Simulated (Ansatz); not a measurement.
Wanted: the native input for an Ansatz 0.2.0 run.

```yaml
Task: band structure
Functional: LDA
Potentials_or_basis: all-electron LAPW, scalar-relativistic
Cutoff: 483 eV (chosen from the basis error)
Basis_error_allowed: 0.002 eV/atom
k_mesh: 12 × 12 × 4
Occupations: fermi-dirac, width 0.05 eV
Spin: no spin polarisation
```

The system is BN.

```
CELL_PARAMETERS angstrom
2.49824 0.00000 0.00000
-1.24912 2.16354 0.00000
0.00000 0.00000 6.63570
ATOMIC_POSITIONS crystal
N 0.66667 0.33333 0.25000
N 0.33333 0.66667 0.75000
B 0.66667 0.33333 0.75000
B 0.33333 0.66667 0.25000
```

The input as run:

input.yaml

```yaml
crystal:
  lattice:
    - [2.49824, 0.0, 0.0]
    - [-1.24912, 2.1635393048, 0.0]
    - [0.0, 0.0, 6.6357]
  atoms:
    - { symbol: "N", position: [0.6666666667, 0.3333333333, 0.25] }
    - { symbol: "N", position: [0.3333333333, 0.6666666667, 0.75] }
    - { symbol: B, position: [0.6666666667, 0.3333333333, 0.75] }
    - { symbol: B, position: [0.3333333333, 0.6666666667, 0.25] }
kpoints:
  mp_grid: { grid: [12, 12, 4] }
  band_path:
    path:
      - [0.0, 0.0, 0.0]
      - [0.5, 0.0, 0.0]
      - [0.3333333333, 0.3333333333, 0.0]
      - [0.0, 0.0, 0.0]
      - [0.0, 0.0, 0.5]
      - [0.5, 0.0, 0.5]
      - [0.3333333333, 0.3333333333, 0.5]
      - [0.0, 0.0, 0.5]
    npoints: 8
scf:
  occupations: { method: fermi_dirac, width: 0.05 }
hamiltonian:
  xc: lda
  pseudopotentials: { kind: all_electron, lapw: { basis_error: 0.002 } }
output:
  forces: true
  stress: true
  eigenvalues: true
```

Potentials or basis: all-electron LAPW, scalar-relativistic.

Launch:

```console
$ ansatz run input.yaml --threads 2 --pin off --max-ram 8192MiB --backend cpu --events-out ev --progress --plain --runs-dir out
```

Results of the run:

The pressure is -2.8 GPa, the band gap on the k mesh is 4.09 eV, indirect (least direct gap 4.52 eV) and the band gap along the path is 4.07 eV, indirect (least direct gap 4.52 eV).

Run time: 20 s on 2 threads of Intel(R) Xeon(R) Processor @ 2.50GHz (Skylake/Cascade Lake), on a shared host, peak memory 0.41 GiB.
